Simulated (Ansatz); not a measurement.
**H started on an O site in rutile SnO2, 72 atoms, charge −1**

How does the host give way around this defect, what does it cost to form, and which levels does it put into the gap? The levels of theory are PBEsol and HSE06.

Program: Ansatz 0.2.0, PAW, plane waves. These are calculated values, not measurements.

## 1. The starting cell

72 atoms (24 Sn, 47 O, 1 H); a = 9.538 Å, b = 9.538 Å, c = 9.636 Å, α = 90.00°, β = 90.00°, γ = 90.00°. All atoms were shaken off their sites by about 0.02 Å along each axis. Defect site 1: (0.597, 0.403, 0.500).

Plan of the steps: (2) PBEsol relaxation at the single k point (¼, ¼, ¼), on 8 threads of Arm Neoverse-V2; (3) HSE06 single point at the single k point (¼, ¼, ¼), on 8 threads of Arm Neoverse-V2.

## 2. PBEsol relaxation in the fixed cell

Contents of in.yaml:

```yaml
crystal:
  lattice:
    - [9.538092, 0.000000, 0.000000]
    - [0.000000, 9.538092, 0.000000]
    - [0.000000, 0.000000, 9.636303]
  atoms:
    - { symbol: Sn, position: [0.995906, 0.999453, 0.997604] }
    - { symbol: Sn, position: [0.000273, 0.999391, 0.332609] }
    - { symbol: Sn, position: [0.999346, 0.996946, 0.663561] }
    - { symbol: Sn, position: [0.003208, 0.501962, 0.002322] }
    - { symbol: Sn, position: [0.003471, 0.498091, 0.331695] }
    - { symbol: Sn, position: [0.998240, 0.498581, 0.667432] }
    - { symbol: Sn, position: [0.499479, 0.002125, 0.004036] }
    - { symbol: Sn, position: [0.500116, 0.003137, 0.333409] }
    - { symbol: Sn, position: [0.497714, 0.998214, 0.666185] }
    - { symbol: Sn, position: [0.497387, 0.503056, 0.001020] }
    - { symbol: Sn, position: [0.500430, 0.499046, 0.331025] }
    - { symbol: Sn, position: [0.501356, 0.498865, 0.664262] }
    - { symbol: Sn, position: [0.252595, 0.245621, 0.165424] }
    - { symbol: Sn, position: [0.250528, 0.247298, 0.500766] }
    - { symbol: Sn, position: [0.246759, 0.249352, 0.831302] }
    - { symbol: Sn, position: [0.248059, 0.749055, 0.169417] }
    - { symbol: Sn, position: [0.253130, 0.748232, 0.500670] }
    - { symbol: Sn, position: [0.248672, 0.748187, 0.830864] }
    - { symbol: Sn, position: [0.752619, 0.247331, 0.164700] }
    - { symbol: Sn, position: [0.753722, 0.246357, 0.502116] }
    - { symbol: Sn, position: [0.755688, 0.247551, 0.831046] }
    - { symbol: Sn, position: [0.750917, 0.749306, 0.165835] }
    - { symbol: Sn, position: [0.749015, 0.748551, 0.499644] }
    - { symbol: Sn, position: [0.748629, 0.746642, 0.835057] }
    - { symbol: O, position: [0.152670, 0.157262, 0.999128] }
    - { symbol: O, position: [0.151428, 0.155153, 0.333422] }
    - { symbol: O, position: [0.151912, 0.153007, 0.667031] }
    - { symbol: O, position: [0.154382, 0.653688, 0.998956] }
    - { symbol: O, position: [0.150277, 0.652502, 0.331686] }
    - { symbol: O, position: [0.150657, 0.655032, 0.667747] }
    - { symbol: O, position: [0.652106, 0.156026, 0.001623] }
    - { symbol: O, position: [0.652493, 0.153096, 0.335424] }
    - { symbol: O, position: [0.651885, 0.151629, 0.663035] }
    - { symbol: O, position: [0.653298, 0.653584, 0.003881] }
    - { symbol: O, position: [0.650553, 0.649976, 0.334333] }
    - { symbol: O, position: [0.654321, 0.651655, 0.668427] }
    - { symbol: O, position: [0.344972, 0.346204, 0.000426] }
    - { symbol: O, position: [0.347233, 0.347022, 0.328630] }
    - { symbol: O, position: [0.347725, 0.349252, 0.670930] }
    - { symbol: O, position: [0.349442, 0.847792, 0.999438] }
    - { symbol: O, position: [0.347824, 0.846362, 0.336793] }
    - { symbol: O, position: [0.346351, 0.844004, 0.665552] }
    - { symbol: O, position: [0.849238, 0.347203, 0.004231] }
    - { symbol: O, position: [0.848508, 0.344013, 0.329837] }
    - { symbol: O, position: [0.842907, 0.348720, 0.664745] }
    - { symbol: O, position: [0.848209, 0.851182, 0.997825] }
    - { symbol: O, position: [0.847153, 0.845122, 0.334331] }
    - { symbol: O, position: [0.849326, 0.849778, 0.664774] }
    - { symbol: O, position: [0.098291, 0.403970, 0.167432] }
    - { symbol: O, position: [0.096572, 0.401566, 0.496964] }
    - { symbol: O, position: [0.096922, 0.401147, 0.836130] }
    - { symbol: O, position: [0.097553, 0.905369, 0.166892] }
    - { symbol: O, position: [0.092884, 0.903542, 0.501009] }
    - { symbol: O, position: [0.096310, 0.906040, 0.830553] }
    - { symbol: O, position: [0.596618, 0.402100, 0.164657] }
    - { symbol: O, position: [0.598029, 0.401089, 0.830578] }
    - { symbol: O, position: [0.593525, 0.899762, 0.168292] }
    - { symbol: O, position: [0.595564, 0.902980, 0.500481] }
    - { symbol: O, position: [0.595979, 0.901861, 0.834660] }
    - { symbol: O, position: [0.400712, 0.095662, 0.167841] }
    - { symbol: O, position: [0.404223, 0.097067, 0.496904] }
    - { symbol: O, position: [0.403310, 0.099885, 0.834103] }
    - { symbol: O, position: [0.400131, 0.599853, 0.165960] }
    - { symbol: O, position: [0.406476, 0.598718, 0.499178] }
    - { symbol: O, position: [0.401798, 0.596168, 0.827870] }
    - { symbol: O, position: [0.903742, 0.097494, 0.167133] }
    - { symbol: O, position: [0.904876, 0.097599, 0.500196] }
    - { symbol: O, position: [0.902806, 0.093036, 0.834336] }
    - { symbol: O, position: [0.901605, 0.594617, 0.166247] }
    - { symbol: O, position: [0.900251, 0.600190, 0.502166] }
    - { symbol: O, position: [0.901303, 0.596338, 0.833665] }
    - { symbol: H, position: [0.594979, 0.405539, 0.500162] }
  symmetry: { detect: false }
kpoints:
  mp_grid: { grid: [1, 1, 1], shift: [0.25, 0.25, 0.25] }
hamiltonian:
  xc: pbesol
total_charge: -1
scf:
  occupations: { method: fermi_dirac, width: 0.01 }
relax:
  f_tol: 0.03
  max_steps: 80
  escape_saddle: false
  adjacent_minimum: "off"
output:
  forces: true
  eigenvalues: true
  populations: true
  charged_corrections: { epsilon: 12 }
  write_density: true
  write_potential: true
  elf: true
  volumetric_format: npy
```

Launch:

```
ansatz run in.yaml --threads 8 --pin off --max-ram 17100MiB --runs-dir r --events-out ev --progress --plain
```

Further steps of the session: HSE06 single point.

**Question.** What will these runs give? Wanted: for each run, formation energy; host gap; top filled to lowest empty.

The runs gave:

| level | time | formation energy (eV) | host gap (eV) | top filled to lowest empty (eV) |
| --- | --- | --- | --- | --- |
| PBEsol, relaxation | 88 s (8 CPU threads) | 6.32 | 0.90 | 0.78 |
| HSE06 | 8.3 min (8 CPU threads) | 8.59 | 2.77 | 1.02 |

| quantity | value |
| --- | --- |
| relaxation | 5 recorded steps, 0.94 eV gained |
| largest shift | 0.12 Å (O44) |

The relaxation lowers the energy by 0.94 eV; the largest shift is 0.12 Å (O44). The formation energy at E_F = VBM goes from 6.32 eV (PBEsol) to 8.59 eV (HSE06), as the host gap goes from 0.90 to 2.77 eV. The reservoirs are the elements' reference phases; where the defect changes the composition, the value depends on that choice. The host's edges were read at Γ, so band-like levels at this k point need not coincide with them. Finite-cell errors of some tenths of an eV remain in such numbers. The dielectric constant of 12 in the correction is an assumed value.
